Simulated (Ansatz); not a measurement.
# Pnnm (COD entry) AlH3, size series (2880 atoms): a single point

Wanted: forces, charges and levels of Pnnm (COD entry) AlH3, size series (2880 atoms).

Main program and level: Ansatz 0.2.0; Kohn-Sham DFT, PBE, PAW (set soft_2), localised support functions (medium).

## 1. The starting structure

The cell holds 2880 atoms: 720 Al and 2160 H. Cell: a = 32.284 Å, b = 29.422 Å, c = 28.875 Å, α = 90.0°, β = 90.0°, γ = 90.0°. It derives from AlH3 (Pnnm, COD entry), repeated 6×4×5. Pnnm (COD entry) AlH3 (cell 5.381, 7.356, 5.775, 90, 90, 90), 6 x 4 x 5 conventional cells; ideal positions.

What the set-up can't give: Sampling is at Γ alone, for a cell whose shortest periodic width is 29 Å.

## 2. Support functions medium

One self-consistent run at the given positions yields energy and forces.

Contents of input.yaml:

```yaml
crystal:
  lattice:
    - [32.2836, 0.0, 0.0]
    - [0.0, 29.422, 0.0]
    - [0.0, 0.0, 28.8755]
  atoms:
    - { symbol: Al, position: [0.0, 0.0, 0.1] }
    - { symbol: Al, position: [0.08333, 0.125, 0.0] }
    - { symbol: Al, position: [0.13124, 0.02122, 0.0] }
    - { symbol: Al, position: [0.03543, 0.22879, 0.0] }
    - { symbol: Al, position: [0.11876, 0.14621, 0.1] }
    - { symbol: Al, position: [0.0479, 0.10378, 0.1] }
    - { symbol: H, position: [0.0, 0.125, 0.1] }
    - { symbol: H, position: [0.08333, 0.0, 0.0] }
    - { symbol: H, position: [0.12703, 0.01942, 0.06176] }
    - { symbol: H, position: [0.03963, 0.23058, 0.06176] }
    - { symbol: H, position: [0.12297, 0.14442, 0.03824] }
    - { symbol: H, position: [0.0437, 0.10558, 0.03824] }
    - { symbol: H, position: [0.03963, 0.23058, 0.13824] }
    - { symbol: H, position: [0.12703, 0.01942, 0.13824] }
    - { symbol: H, position: [0.0437, 0.10558, 0.16176] }
    - { symbol: H, position: [0.12297, 0.14442, 0.16176] }
    - { symbol: H, position: [0.0156, 0.03255, 0.0] }
    - { symbol: H, position: [0.15107, 0.21745, 0.0] }
    - { symbol: H, position: [0.06773, 0.15755, 0.1] }
    - { symbol: H, position: [0.09893, 0.09245, 0.1] }
    - { symbol: H, position: [0.10417, 0.06938, 0.0] }
    - { symbol: H, position: [0.0625, 0.18062, 0.0] }
    - { symbol: H, position: [0.14583, 0.19438, 0.1] }
    - { symbol: H, position: [0.02083, 0.05562, 0.1] }
    - { symbol: Al, position: [0.0, 0.0, 0.3] }
    - { symbol: Al, position: [0.08333, 0.125, 0.2] }
    - { symbol: Al, position: [0.13124, 0.02122, 0.2] }
    - { symbol: Al, position: [0.03543, 0.22879, 0.2] }
    - { symbol: Al, position: [0.11876, 0.14621, 0.3] }
    - { symbol: Al, position: [0.0479, 0.10378, 0.3] }
    - { symbol: H, position: [0.0, 0.125, 0.3] }
    - { symbol: H, position: [0.08333, 0.0, 0.2] }
    [... 2842 atom lines left out ...]
    - { symbol: H, position: [0.90107, 0.90755, 0.9] }
    - { symbol: H, position: [0.93227, 0.84245, 0.9] }
    - { symbol: H, position: [0.9375, 0.81938, 0.8] }
    - { symbol: H, position: [0.89583, 0.93062, 0.8] }
    - { symbol: H, position: [0.97917, 0.94438, 0.9] }
    - { symbol: H, position: [0.85417, 0.80562, 0.9] }
kpoints:
  mp_grid: { grid: [1, 1, 1] }
hamiltonian:
  xc: pbe
scf:
  occupations: { method: gaussian, width: 0.025 }
  eigensolver: { kind: { support_functions: { accuracy: medium } } }
  max_iter: 150
output:
  forces: true
  stress: true
  populations: true
  dos:
    method: { smearing: { sigma: 0.15 } }
    de: 0.1
    projected: { site_lists: { Al: [Al], H: [H] } }
  eigenvalues: true
  write_density: true
  write_potential: true
  volumetric_format: npy
```

Launch:

```console
$ ansatz run input.yaml --threads 32 --pin off --max-ram 143360MiB --backend cuda --events-out ev --progress --plain --runs-dir out
```

Numbers of over 12 decimals in the logs are rounded to 6 here.

Output:

```text
Warning: scf.eigensolver.kind.support_functions: disabling space-group detection — the functions' gradient is summed over unrotated k-points, so no spatial operation reduces the k-mesh or symmetrises the density; time reversal is kept, so that k and −k are solved as one point where they differ and the mesh holds both, and exact exchange and, on two spinor components, a DFT+U term hold to it where the run has them: [...]
settings of this run that can trade accuracy for cost: scf.eigensolver.kind.support_functions [...]
Engine: ansatz 0.2.0, aarch64-unknown-linux-gnu
Pseudopotentials: kind: paw
Pseudopotential: Al, paw, valence charge 3, recommended cutoff 420 eV (normal), Al.paw.azcp
Pseudopotential: H, paw, valence charge 1, recommended cutoff 420 eV (normal), H.paw.azcp
[... 5 lines on functional and potentials left out ...]
device memory: the entry about to start is reckoned to put 24.8 GiB on a device that reports 182.5 GiB free
GPU FFT provider: cuFFT
GPU libraries: cuBLAS 13.8.1, cuFFT 12.4.0, cuSOLVER 12.3.2
GPU matrix products: emulated (plane waves: as basis.precision tells), large ones in fixed point in workspaces of 1.00 GiB
Crystal: 2880 atoms, lattice volume = 27427.338 Å³
Basis set: ecut = 420 eV, 535905 PW (Γ), exchange–correlation on 432×400×400 points (8 copies of the dense FFT grid, shifted against one another)
Bands: 2592, of which v1, the nominal top of the filled ones, is band 2160 counted from 1 (2159 counted from 0)
Symmetry: 1 space group operations
k-points: 1
[... 5 lines on functional and potentials left out ...]
Initial density: superposition of atomic densities (chi_scale 0.1, normalization cell, long waves kept (reshape's long-wave potential 0.01 eV rms))
Initial wavefunctions: pseudopotential atomic-orbital guess
GPU buffer pool allocated for 8640000 grid points (all kernels)
Functional: x = pbe(κ = 0.804, μ = 0.219515), c = pbe(β = 0.066725)
SCF iter   1: F=—  HF=-421005.271681 eV  |F-HF|=—  |Δ(HF+E_count)|=         —  Δρ=9.06e-2  dr2=1.83e3  ethr=1.00e-1
preconditioner: auto → Resta (q_TF=auto, 2.005 Å⁻¹)  ε∞=11.8  [insulator: Δε(μ)=4.396 eV  Ē_g=8.956 eV  σ=0.025 eV  W_gap=1.00  n_scr=3736 (ndim 8)  ℏωp=14.7 eV  f_vac=0.000  D(μ)=0.00/eV (n_scr^D=0)  ε∞_Penn≈3.7]
SCF iter   2: F=—  HF=-421159.716185 eV  |F-HF|=—  |Δ(HF+E_count)|=    1.54e2  Δρ=2.14e-2  dr2=1.56e2  ethr=4.25e-2
SCF iter   3: F=—  HF=-421161.418875 eV  |F-HF|=—  |Δ(HF+E_count)|=    1.70e0  Δρ=7.07e-3  dr2=2.31e1  ethr=3.61e-3  κ⁻¹=1.0e0(r=1)
SCF iter   4: F=—  HF=-421175.934773 eV  |F-HF|=—  |Δ(HF+E_count)|=    1.45e1  Δρ=1.83e-3  dr2=2.00e0  ethr=5.35e-4  κ⁻¹=9.3e-3(r=2)
SCF iter   5: F=—  HF=-421180.373074 eV  |F-HF|=—  |Δ(HF+E_count)|=    4.44e0  Δρ=5.58e-4  dr2=1.02e-1  ethr=4.63e-5  κ⁻¹=5.1e-4(r=3)
SCF iter   6: F=—  HF=-421181.433063 eV  |F-HF|=—  |Δ(HF+E_count)|=    1.06e0  Δρ=1.76e-4  dr2=1.24e-2  ethr=2.36e-6  κ⁻¹=3.5e-5(r=4)
SCF iter   7: F=—  HF=-421181.965729 eV  |F-HF|=—  |Δ(HF+E_count)|=   5.33e-1  Δρ=9.53e-5  dr2=3.87e-3  ethr=2.86e-7  κ⁻¹=3.5e-5(r=4)
SCF iter   8: F=—  HF=-421182.062493 eV  |F-HF|=—  |Δ(HF+E_count)|=   9.68e-2  Δρ=3.16e-5  dr2=4.74e-4  ethr=8.97e-8  κ⁻¹=4.1e-6(r=5)
SCF iter   9: F=—  HF=-421182.191934 eV  |F-HF|=—  |Δ(HF+E_count)|=   1.29e-1  Δρ=1.78e-5  dr2=6.93e-5  ethr=1.10e-8  κ⁻¹=1.1e-7(r=6)
SCF iter  10: F=—  HF=-421182.228373 eV  |F-HF|=—  |Δ(HF+E_count)|=   3.64e-2  Δρ=4.76e-6  dr2=7.94e-6  ethr=1.60e-9  κ⁻¹=4.8e-8(r=7)
SCF iter  11: F=-421182.286896 eV  HF=-421182.286893 eV  |F-HF|=2.48e-6  |Δ(HF+E_count)|=   5.85e-2  Δρ=3.44e-6  dr2=4.76e-6  ethr=1.84e-10
SCF 1 converged in 11 iterations: F = -421182.666244 eV  dr2 = 4.76e-6
  greatest PAW one-centre occupation: 0.391 electrons in one spin orbital (limit 2), on the Al atom at site 2546 (counted from 0), in its partial waves of l = 0
output.dos: on the support functions the solved levels are converged up to 2.445 eV from the Fermi level, so that the curves end at 1.632 eV, below the run's highest bands: a larger scf.n_extra_bands or scf.max_iter (beside forces or a stress its default or more) can extend them
SCF converged after 11 iterations
Stability not checked: this state was not tested for a lower state beside it, because the mixer in use, unlike msr1, does not test its closes by its own steps (another_mixer; see scf.mixing.algorithm and scf.lower_state_search)
Free energy (F): -421182.666244 eV
Harris-Foulkes:  -421182.666241 eV  (|F-HF|=2.48e-6)
Internal energy: -421182.666244 eV  (E = F + TS)
E sigma→0 (E₀):  -421182.666244 eV
Fermi energy:    2.295661 eV
--- Per-component energies (eV) ---
  E_band       = -12146.008326
  E_kinetic    = 47480.980965
  E_local      = -44714.766092  (includes V_loc(G=0)·N_el)
  E_nonlocal   = 10200.608411
  E_softening  = 0.270158  (part of E_nonlocal)
  E_grid_corr  = -0.455300  (part of E_nonlocal)
  E_hartree    = 12621.310198
  E_xc         = -48326.749757
  E_vxc        = -46304.010035  (∫ρ·V_xc dr)
  E_paw        = -337623.465406  (= ΣΔE_a)
  E_vpaw       = -4048.935164  (= ΣTr[D̂ρ^β])
  E_aug_tail   = -2.780513  (compensation charges beyond the density's cutoff)
  E_ewald      = -60817.424701
  E_smearing   = -0.000000  (= −TS)
  E_closure    = 0.000000  (closes the sum)
  E_support_correction = -0.379348  (second-order, or where that is not computed along the SCF)
  E_support_correction_error = 3.8e-3  (of E_support_correction; not in F)
  Σ components = -421182.666244   (vs F -421182.666244, Δ=0.00e0)
--- Forces (eV/Å), atoms counted from 1 ---
[... 2880 lines of forces left out ...]
  max |Σ_I F_I| component: 2.66e-2 eV/Å
--- Stress (GPa, compression-positive) ---
       -1.124252      -0.000048       0.000040
       -0.000048       4.152550      -0.000022
        0.000040      -0.000022      -2.489946
  P = ⅓ Tr σ = 0.1795 GPa (1.795 kbar)
--- Band table (eV) ---
[... left out ...]
--- Löwdin populations: 2880 sites ---
  site symbol       q [e]
[... 2880 lines, one an atom, left out ...]
  spilling = 0.012071 (of n_electrons = 4320.000000)
```

Wall time 32 s (1 × NVIDIA GB200 with 32 threads of Arm Neoverse V2, shared host); peak memory 8.3 GiB.

That memory is the host's; the program planned up to 24.8 GiB on the GPU. Forces of this run were stored rounded, and per-atom blocks of the log weren't kept.

The program notes that the band table was not solved further than the SCF left it and it switched symmetry off.

Read from the output:

| Property | Result |
| --- | --- |
| free energy | -421182.6662 eV |
| free energy per atom | -146.2440 eV/atom |
| SCF cycles | 11 |
| pressure | 0.1795 GPa |
| r.m.s. force component | 0.3615 eV/Å |
| longest force | 0.7546 eV/Å |
| Fermi energy | 2.296 eV |
| gap (highest filled to lowest empty level) | 3.122 eV |
| spilling of the projection | 0.01207 |

Length of the force by element:

```
element  coordination  atoms  mean length of the force (eV/Å)  spread   least   most
     Al           all    720                            0.397    0.28  2.0e-4  0.598
      H           all   2160                            0.627   0.225  1.0e-4  0.754
```

Löwdin charges by element (they lack the spilled electrons, 0.018 e an atom on average):

```
element  coordination  atoms  mean charge (e)  spread   least    most
     Al           all    720            0.700   0.002   0.698   0.702
      H           all   2160           -0.209  0.0313  -0.265  -0.185
```

States in the cell by windows of 0.5 eV, zero at the Fermi level; some projections on atomic orbitals stand beside the total:

```
from (eV)  to (eV)  total    H s   Al p  Al s
      -10     -9.5  142.8   71.4   21.1  47.8
     -9.5       -9  239.0  113.7   44.0  77.8
       -9     -8.5   47.5   21.4   10.8  14.5
     -8.5       -8   97.8   46.6   24.1  25.9
       -8     -7.5  228.4  112.2   56.4  57.1
     -7.5       -7  159.1   80.2   38.8  38.5
       -7     -6.5  224.7  111.1   63.2  47.9
     -6.5       -6  184.8   95.7   50.9  36.3
       -6     -5.5  182.7   94.9   70.9  14.6
     -5.5       -5  324.6  171.1  136.5  13.1
       -5     -4.5  392.2  215.2  161.9  11.1
     -4.5       -4  463.4  274.2  172.6  12.6
       -4     -3.5  286.3  183.4   89.1  11.1
     -3.5       -3  333.7  229.6   86.4  14.1
       -3     -2.5  425.7  312.7   91.3  16.5
     -2.5       -2  377.8  310.3   53.8   8.0
       -2     -1.5  152.8  135.7   12.2   2.0
     -1.5       -1    5.8    5.4    0.2   0.0
       -1        1    0.0    0.0    0.0   0.0
```

Between -11 and -10 eV lie 51 more states.

Not all projections were asked for or kept, so they needn't add up to the total.

The levels nearest the highest filled one (over half full), pooled over k-points and spins:

```
level less the highest filled one (eV)  occupation
                               -0.0687           2
                               -0.0687           2
                               -2.0e-4           2
                               -2.0e-4           2
                               -1.0e-4           2
                                     0           2
                                  3.12           0
                                  3.12           0
                                  3.15           0
                                  3.15           0
                                  3.16           0
                                  3.16           0
```

Mean Löwdin charges: Al +0.70, H -0.21 e (they miss 1.2 % of the electrons, so they add up to more than the cell's charge).

## 3. Local order

These statistics describe the geometry on which the runs were made.

Density 1.31 g/cm³, 9.523 Å³ an atom.

g(r), total and by pair (bins of 0.1 Å):

```
r (Å)  total   H-H   H-Al  Al-Al
 1.55   0.00  0.00   0.00   0.00
 1.65   2.70  0.00   7.20   0.00
 1.75   4.86  0.00  13.00   0.00
 1.85   0.00  0.00   0.00   0.00
 1.95   0.00  0.00   0.00   0.00
 2.05   0.00  0.00   0.00   0.00
 2.15   0.83  1.47   0.00   0.00
 2.25   0.51  0.91   0.00   0.00
 2.35   1.38  2.46   0.00   0.00
 2.45   2.51  4.46   0.00   0.00
 2.55   2.32  4.12   0.00   0.00
 2.65   0.18  0.00   0.00   2.93
 2.75   0.34  0.60   0.00   0.00
 2.85   0.32  0.56   0.00   0.00
 2.95   0.57  1.01   0.00   0.00
 3.05   1.08  0.97   1.42   0.00
 3.15   0.50  0.00   0.00   8.02
 3.25   0.49  0.00   1.30   0.00
 3.35   0.56  0.80   0.00   1.83
 3.45   0.63  0.00   1.12   3.45
 3.55   1.30  1.61   1.05   0.00
 3.65   0.94  0.00   2.49   0.00
 3.75   2.87  2.85   3.37   0.00
 3.85   1.19  0.60   2.27   0.00
 3.95   1.93  1.71   2.60   0.00
 4.05   0.92  1.10   0.81   0.00
 4.15   0.29  0.00   0.78   0.00
 4.25   0.62  0.61   0.74   0.00
 4.35   1.60  2.38   0.70   0.00
 4.45   0.00  0.00   0.00   0.00
 4.55   0.73  1.08   0.00   1.93
 4.65   2.09  2.48   0.62   7.48
 4.75   0.40  0.50   0.30   0.00
 4.85   1.39  0.57   2.86   0.00
 4.95   0.72  0.73   0.54   1.67
 5.05   0.20  0.35   0.00   0.00
 5.15   1.28  1.26   1.02   3.02
 5.25   1.10  1.63   0.48   0.00
 5.35   2.02  2.10   1.42   4.90
 5.45   0.51  0.90   0.00   0.00
 5.55   0.54  0.36   0.88   0.00
 5.65   0.79  0.56   1.27   0.00
 5.75   1.56  1.49   1.43   3.03
 5.85   0.74  0.66   0.98   0.00
```

Bonds by pair of elements; cutoffs follow the first minimum of g(r), held within bounds set by covalent radii, and pairs that aren't listed don't count as bonded:

```
pair A-B  cutoff (Å)  bonds  mean length (Å)  spread (Å)  shortest (Å)  B about A  A about B
    H-Al        2.17   4320             1.74       0.053          1.67          2          6
```

How many atoms have how many bonded neighbours:

```
element  mean     2    6
     Al     6     0  720
      H     2  2160    0
```

Bond angles (no mean is given where the spread exceeds 20°):

```
  angle  count  mean (°)  spread (°)
 H-Al-H  10800         -           -
Al-H-Al   2160         -           -
```

First main peaks of g(r), for some of the pairs, lie near 1.73 Å (H-Al). By these cutoffs all Al atoms have 6 and all H atoms have 2 bonded neighbours.

Local excerpt of 11 atoms (numbers count through the whole input) about H20, which bears the longest force; x, y, z are measured from there.

```
atom      x      y      z  distance (Å)  bonds  Löwdin charge (e)     Fx     Fy  Fz (eV/Å)
 H20   0.00   0.00   0.00          0.00      2              -0.19   0.06  -0.75       0.00
 Al6  -1.65   0.33   0.00          1.68      6               0.70  -0.59   0.06       0.00
 Al5   0.64   1.58   0.00          1.71      6               0.70   0.59  -0.06       0.00
 H19  -1.01   1.92   0.00          2.16      2              -0.19  -0.06   0.75       0.00
H487   2.19   0.96   0.00          2.39      2              -0.26   0.00   0.00       0.00
 H11   0.78   1.53  -1.78          2.47      2              -0.19  -0.59  -0.17       0.25
 H16   0.78   1.53   1.78          2.47      2              -0.19  -0.59  -0.17      -0.25
 H15  -1.78   0.39   1.78          2.55      2              -0.19   0.59   0.17      -0.25
 H12  -1.78   0.39  -1.78          2.55      2              -0.19   0.59   0.17       0.25
  H9   0.91  -2.15  -1.10          2.58      2              -0.19   0.59  -0.17      -0.25
 H14   0.91  -2.15   1.10          2.58      2              -0.19   0.59  -0.17       0.25
```

The column of bonds counts only the pairs H-Al within 2.17 Å; other neighbours, such as metal atoms beside each other in a compound, aren't counted, and periodic images can show an atom twice.

## 4. Truncated density matrix

Cutting the density matrix at a range is meant to remove the step that grows fastest with size; it needs a cell with a gap.

This step: Kohn-Sham DFT, PBE, PAW (set soft_2), localised support functions (medium), truncated density matrix (Ansatz 0.2.0).

input.yaml, the sections that differ from step 2:

```yaml
scf:
  occupations: { method: gaussian, width: 0.025 }
  eigensolver:
    kind:
      support_functions: { accuracy: medium, density_matrix: { truncated: {} } }
  max_iter: 150
output:
  forces: true
# crystal, kpoints, hamiltonian: as in step 2
```

Output:

```text
[...]
GPU FFT provider: cuFFT
GPU libraries: cuBLAS 13.8.1, cuFFT 12.4.0, cuSOLVER 12.3.2
[...]
Crystal: 2880 atoms, lattice volume = 27427.338 Å³
Basis set: ecut = 420 eV, 535905 PW (Γ), exchange–correlation on 432×400×400 points (8 copies of the dense FFT grid, shifted against one another)
Bands: 2226, of which v1, the nominal top of the filled ones, is band 2160 counted from 1 (2159 counted from 0)
Symmetry: 1 space group operations
k-points: 1
[...]
GPU buffer pool allocated for 8640000 grid points (all kernels)
[...]
SCF iter   1: F=—  HF=-421006.055341 eV  |F-HF|=—  |Δ(HF+E_count)|=         —  Δρ=9.06e-2  dr2=1.84e3  ethr=1.00e-1
[...]
SCF iter  10: F=—  HF=-421182.231275 eV  |F-HF|=—  |Δ(HF+E_count)|=   5.86e-2  Δρ=4.56e-6  dr2=6.64e-6  ethr=8.08e-10  κ⁻¹=4.2e-8(r=7)
SCF iter  11: F=-421182.231360 eV  HF=-421182.231359 eV  |F-HF|=6.28e-7  |Δ(HF+E_count)|=   8.37e-5  Δρ=2.34e-6  dr2=2.86e-6  ethr=1.54e-10
WARN: states of the grid below an occupied one that the support functions miss were sought only among those that the levels near the highest filled one couple to: one that couples little to each, as a local one in a large cell, is not found (with such a state the run ended in a higher one, [...]
SCF 1 converged in 11 iterations: F = -421182.665993 eV  dr2 = 2.86e-6
[...]
SCF converged after 11 iterations
[...]
Free energy (F): -421182.665993 eV
[...]
Internal energy: -421182.665993 eV  (E = F + TS)
E sigma→0 (E₀):  -421182.665993 eV
Fermi energy:    2.297086 eV
[...]
Σ components = -421182.665993   (vs F -421182.665993, Δ=0.00e0)
--- Forces (eV/Å), atoms counted from 1 ---
[... 2880 lines of forces left out ...]
  max |Σ_I F_I| component: 4.15e-2 eV/Å
```

Run time: 14 s. Hardware: 1 × NVIDIA GB200 with 32 threads; peak memory 5.1 GiB.

That memory is the host's; the program planned up to 31.9 GiB on the GPU.

The program notes that the search for missed states was only partial.

Forces differ from the reference by 0.17 meV/Å r.m.s., 0.046 % of their size.

(Continued in part 2 of 2.)

[Logs are printed without paths, hosts, clocks, repeated set-up lines and the standing remarks that a program may print on its own settings, such as how far it seeks lower states.]

[Hosts, paths, dates, database ids (printed as entryN), source tags and the programs' standing remarks are cut or masked in the printed files.]
